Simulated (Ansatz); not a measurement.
Take a crystal in which Ba has been replaced by Sr on all its sites, with the cell rescaled by a rough guess (in some cases also distorted within its space group) and nothing relaxed:

```
Sr
1.0
    -4.17522    4.17522    3.55162
     4.17522   -4.17522    3.55162
     4.17522    4.17522   -3.55162
Sr
4
Direct
  0.81557 0.68443 0.50000
  0.18443 0.31557 0.50000
  0.31557 0.81557 0.13115
  0.68443 0.18443 0.86885
```

Method: DFT PBE, scalar-relativistic, plane waves, PAW in Ansatz 0.2.0.

Plane waves to 420 eV, a k mesh through Γ of 8×8×8 on the computed 4-atom cell and Gaussian smearing (0.10 eV); no spin polarisation.

Q: What pressure does the cell carry?

A: The pressure is -0.5 GPa (positive in compression), so the cell would contract.

Q: Is it a metal on this mesh?

A: Yes, a band crosses the Fermi level.

This form isn't the element's structure at ambient conditions.